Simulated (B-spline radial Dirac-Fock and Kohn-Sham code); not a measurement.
The Sc-like isoelectronic sequence (21 electrons), Z = 29 to 37

Calculated with a radial finite-basis atomic code, using Dirac-Fock (average of configuration) total-energy differences with a finite nucleus, the Breit interaction including its frequency dependence, and self-energy and vacuum-polarisation corrections. Binding energies in eV, tabulated ground configurations ([Ar] 3d3 throughout). Correlation and solid-state effects are left out.

```tsv
ion	1s	2s	3s	3p1/2	outermost level	NIST ionisation energy
Cu⁸⁺	9200.8	1326.0	320.8	270.3	195.6 (3d)	198 ± 2.2
Zn⁹⁺	9918.9	1463.0	368.9	315.1	235.0 (3d)	238 ± 2.2
Ga¹⁰⁺	?	?	?	?	?	?
Ge¹¹⁺	11442.0	1759.1	474.8	414.5	323.1 (3d)	326 ± 2.5
As¹²⁺	12247.4	1918.4	532.6	468.9	371.8 (3d)	375 ± 3
Se¹³⁺	13082.0	2085.0	593.6	526.6	423.6 (3d)	426 ± 3
Br¹⁴⁺	13946.2	2259.2	657.8	587.5	478.5 (3d)	481 ± 3
Kr¹⁵⁺	14840.0	2440.9	725.3	651.7	536.4 (3d)	540 ± 3
Rb¹⁶⁺	15763.5	2630.1	796.1	719.1	597.4 (3d)	601 ± 3
```

Question: Fill in the row of Ga¹⁰⁺.

Answer: 1s 10665.9, 2s 1607.4, 3s 420.2, 3p1/2 363.2, outermost 277.5 (3d), NIST 280 ± 2.4 eV.

NIST's values are for the lowest levels; a dash marks a value that is missing or belongs to another shell. Their kind here: theoretical. Where a p, d or f shell is open in either ion the computed value averages over both j values and all terms, while the table refers to the lowest levels; that difference holds spin-orbit splitting (largest in heavy or highly charged ions), term energies where several electrons share open shells, and correlation, and it can reach 10 % or more.
